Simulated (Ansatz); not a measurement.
Density of states of Rb (Im-3m, a = 5.670 Å, b = 5.670 Å, c = 5.670 Å, α = 90.00°, β = 90.00°, γ = 90.00°), in states per eV and primitive cell, averaged over bins of 0.3 eV. All numbers below come from DFT PBE, scalar-relativistic, plane waves, PAW in Ansatz.

Cutoff 420 eV; k points 10×10×10 on the computed 1-atom cell (Γ-centred); Gaussian smearing, width 0.10 eV; no spin polarisation.

The cell is relaxed at this level. The states (both spins) are summed by tetrahedra on a 15×15×15 mesh at the self-consistent density. Energies are bin centres; the table starts no lower than −8 eV and ends at 6 eV, or lower where the solved bands end.

It is a metal at this level.

```
E − E_F (eV) total Rb 5s
       -1.90   0.10   0.10
       -1.60   0.28   0.27
       -1.30   0.40   0.39
       -1.00   0.51   0.49
       -0.70   0.61   0.59
       -0.40   0.73   0.69
       -0.10   0.87   0.79
        0.20   1.11   0.96
        0.50   0.99   0.74
        0.80   1.12   0.39
        1.10   2.00   0.16
        1.40   1.80   0.09
        1.70   1.59   0.08
        2.00   1.60   0.08
        2.30   1.82   0.09
        2.60   2.37   0.11
        2.90   1.59   0.07
        3.20   1.76   0.05
        3.50   1.54   0.05
        3.80   2.10   0.06
        4.10   2.73   0.04
        4.40   2.48   0.01
        4.70   2.75   0.01
        5.00   3.84   0.03
```

The columns after the total are the Löwdin projections on the occupied valence shells of the potentials. The rest of the total lies in shells that are empty in the free atom, which aren't projected, and between the atoms.

Cost: 1 run of about 0.14 core-minutes, on Intel Xeon Platinum 8488C (Sapphire Rapids) (shared hosts).